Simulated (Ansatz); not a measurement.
Al2O3:

```xyz
10
Lattice="4.6138 0.0000 0.0000 0.0000 9.5633 0.0000 0.0000 0.0000 3.1199" Properties=species:S:1:pos:R:3 pbc="T T T"
Al    4.5352    7.8856    0.0000
Al    0.0785    1.6777    0.0000
Al    2.2283    6.4593    1.5599
Al    2.3854    3.1040    1.5599
O     2.3069    4.7816    1.5599
O     0.5704    7.2016    1.5599
O     1.7365    2.4200    0.0000
O     2.8773    7.1433    0.0000
O     0.0000    0.0000    0.0000
O     4.0434    2.3617    1.5599
```

Measurements of this composition are mostly on another form, of space group No. 167.

Base run:

* Program: Ansatz 0.2.0
* Functional: r2SCAN
* Potentials or basis: Ansatz PAW
* Cutoff: 500 eV (not typed: the program's choice for these potentials)
* k mesh: 5 × 3 × 7
* Occupations: fermi-dirac, width 0.05 eV
* Spin: no spin polarisation

Its results: band gap on the k mesh 4.12 eV, direct; pressure -4.1 GPa; largest force 0.209 eV/Å.

After a change of settings the same cell gave: band gap on the k mesh 3.69 eV, direct; pressure 3.0 GPa; largest force 0.218 eV/Å. Which change was it?
A. functional from r2SCAN to PBEsol; cutoff from 500 eV (not typed: the program's choice for these potentials) to 420 eV (not typed: the program's choice for these potentials)
B. functional from r2SCAN to PBE; cutoff from 500 eV (not typed: the program's choice for these potentials) to 420 eV (not typed: the program's choice for these potentials)
C. functional from r2SCAN to RPBE; cutoff from 500 eV (not typed: the program's choice for these potentials) to 420 eV (not typed: the program's choice for these potentials)
D. functional from r2SCAN to BLYP; cutoff from 500 eV (not typed: the program's choice for these potentials) to 420 eV (not typed: the program's choice for these potentials)

C.

r2SCAN gives the wider gap, since meta-GGAs in the generalised Kohn-Sham scheme recover part of the derivative discontinuity.

Caveats: the PAW data sets come from PBE, with cores solved anew for the run's functional, which leaves a small shift of forces and pressure.
